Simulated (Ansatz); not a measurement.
**KBr: pressure series**

Base system: KBr in the rock salt structure (space group Fm-3m, No. 225; a = 6.549 Å).

Cell and atoms are relaxed at each pressure.

Computed with PBEsol, PAW, 420 eV (Ansatz, an electronic-structure program; no spin-orbit coupling).

```csv
case,band gap,density,electron mass,width of the top valence band
base,4.34 eV,2.81 g/cm³,0.37 mₑ (at Γ),0.57 eV
pressure −2 GPa,3.85 eV,2.24 g/cm³,0.41 mₑ (at Γ),0.37 eV
pressure −1 GPa,4.15 eV,2.60 g/cm³,0.38 mₑ (at Γ),0.49 eV
pressure 0.3 GPa,4.39 eV,2.87 g/cm³,0.36 mₑ (at Γ),0.59 eV
pressure 0.7 GPa,4.44 eV,2.93 g/cm³,0.36 mₑ (at Γ),0.62 eV
pressure 1.5 GPa,4.55 eV,3.05 g/cm³,0.35 mₑ (at Γ),0.67 eV
pressure 3 GPa,4.72 eV,3.23 g/cm³,0.34 mₑ (at Γ),0.74 eV
pressure 5 GPa,4.92 eV,3.43 g/cm³,0.34 mₑ (at Γ),0.79 eV
pressure 7.5 GPa,(withheld),(withheld),(withheld),(withheld)
pressure 10 GPa,5.05 eV,3.81 g/cm³,"1.2 mₑ along k, 0.38 mₑ across (at X)",0.87 eV
```

**Question.** Complete the table.

**Answer.** 
- pressure 7.5 GPa, band gap: 5.12 eV
- pressure 7.5 GPa, density: 3.64 g/cm³
- pressure 7.5 GPa, electron mass: 0.33 mₑ (at Γ)
- pressure 7.5 GPa, width of the top valence band: 0.84 eV

Load acts through the strain it causes; cell and atoms are relaxed under it. Effective masses come from finite differences of ±0.01 Å⁻¹. Along k means along the line from Γ to the band edge. Stability against distortions was not tested. No other phases were tried under pressure.
